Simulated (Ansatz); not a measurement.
# Zinc, bcc under revPBE: structure, energy and stiffness

The plan for zinc in the bcc structure: relax it, solve it on a dense k-mesh, then scale the cell to 7 volumes from 88 to 112 % of the relaxed one and try a fit of the equation of state. Spin polarisation is left out. The k-meshes are 14×14×14 for the relaxation; 23×23×23 for the dense run; 16×16×16 for the volumes.

This is Zn in the bcc structure; at room conditions it is hcp.

Method: DFT revPBE, plane waves (420 eV) with PAW, scalar-relativistic; the PAW data stem from PBE, with regenerated cores, in Ansatz 0.2.0.

### 1 Starting point

Symmetry: Im-3m, No. 229, cubic system. Conventional cell: a = 3.122 Å, b = 3.122 Å, c = 3.122 Å, α = 90.00°, β = 90.00°, γ = 90.00°. Zn (site symmetry m-3m) is surrounded by 8 Zn at 2.70 Å.

As a file:

```xyz
1
Lattice="-1.5609 1.5609 1.5609 1.5609 -1.5609 1.5609 1.5609 1.5609 -1.5609" Properties=species:S:1:pos:R:3 pbc="T T T"
Zn    0.0000    0.0000    0.0000
```

### 2 Relaxation of the cell

File input.yaml:

```yaml
crystal:
  lattice:
    - [-1.5608515766, 1.5608515766, 1.5608515766]
    - [1.5608515766, -1.5608515766, 1.5608515766]
    - [1.5608515766, 1.5608515766, -1.5608515766]
  atoms:
    - { symbol: Zn, position: [0.0, 0.0, 0.0] }
hamiltonian:
  xc: revpbe
  pseudopotentials:
    kind: paw
    azcp:
      Zn: "pseudopotentials/Zn.paw.azcp"
basis:
  ecutwfc: 420
  fft_grid_basis: typed
kpoints:
  mp_grid: { grid: [14, 14, 14], shift: [0, 0, 0] }
magnetization:
  spin_polarized: false
scf:
  occupations: { method: fermi_dirac, width: 0.1 }
relax:
  max_steps: 60
  f_tol: 0.01
  cell: {}
output:
  write_density: true
  write_potential: true
  elf: true
  volumetric_format: npy
```

The runs that follow: Single point on a dense mesh; Volume × 0.88; Volume × 0.92; Volume × 0.96; Volume × 1.0; Volume × 1.04; Volume × 1.08; Volume × 1.12.

Before running it: what results should come out? Wanted: space group; conventional cell; volume; shortest distance; gap on the mesh; relative to hcp; V₀, B₀, B₀′.

The runs gave:

| quantity | value |
| --- | --- |
| space group (spins left aside) | Im-3m (No. 229) |
| conventional cell | a = 3.168 Å |
| volume | 15.893 Å³/atom |
| shortest distance | 2.743 Å |
| gap on the mesh | none (levels filled in part) |
| relative to hcp | +80 meV/atom |
| V₀, B₀, B₀′ | 15.960 Å³/atom, 57 GPa, 5.2 |

**Reading.** From the guessed start the volume grew by 4.5 % in 5 steps. Against the reference form of zinc (hcp, computed apart with the same settings) it stands 80 meV/atom higher. No gap shows: it is a metal or semimetal at this level. B₀ comes out at 57 GPa. Relaxation kept the symmetry; phonons were not checked.
